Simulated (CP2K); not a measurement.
Re under changes of volume

One of the cells (14.714 Å³/atom); the others are scaled copies at fixed shape and fractional positions:

```
Re
1.0
     2.76080    0.00000    0.00000
    -1.38040    2.39092    0.00000
     0.00000    0.00000    4.45820
Re
2
Direct
  0.66667 0.33333 0.75000
  0.33333 0.66667 0.25000
```

```yaml
Program: CP2K 2026.2
Functional: PBE
Potentials_or_basis: POTENTIAL_UZH Re GTH-PBE-q15; TZVP-MOLOPT-PBE-GTH basis
Density_cutoff: 6123 eV
k_mesh: 11 × 11 × 6
Occupations: fermi-dirac, width 0.05 eV
Spin: no spin polarisation
```

```csv
volume (Å³/atom),energy over the lowest point (meV/atom),pressure (GPa)
13.831,?,?
14.125,45.81,21.3
14.420,15.29,12.3
14.714,0.56,4.1
15.008,0.00,-3.2
15.303,12.16,-9.7
15.597,35.74,-15.6
```

Question: What does the run at 13.831 Å³/atom give?

Answer: Energy over the lowest point 93.90 meV/atom; pressure 31.4 GPa.

Worked out: A Birch-Murnaghan fit of order 3 (a polynomial in V^(-2/3)) to the other rows has its minimum at 14.87 Å³/atom with B0 = V·E''(V) = 367 GPa and B' = 4.3 at fixed shape and positions, which overstates the stiffness. It gives 93.74 meV/atom at 13.831 Å³/atom, against the run's 93.90, and -dE/dV = 31.2 GPa, against 31.4.

Energies are extrapolated to zero smearing.

Caveats: the basis of atomic orbitals isn't converged, which shifts pressures, moduli and gaps.
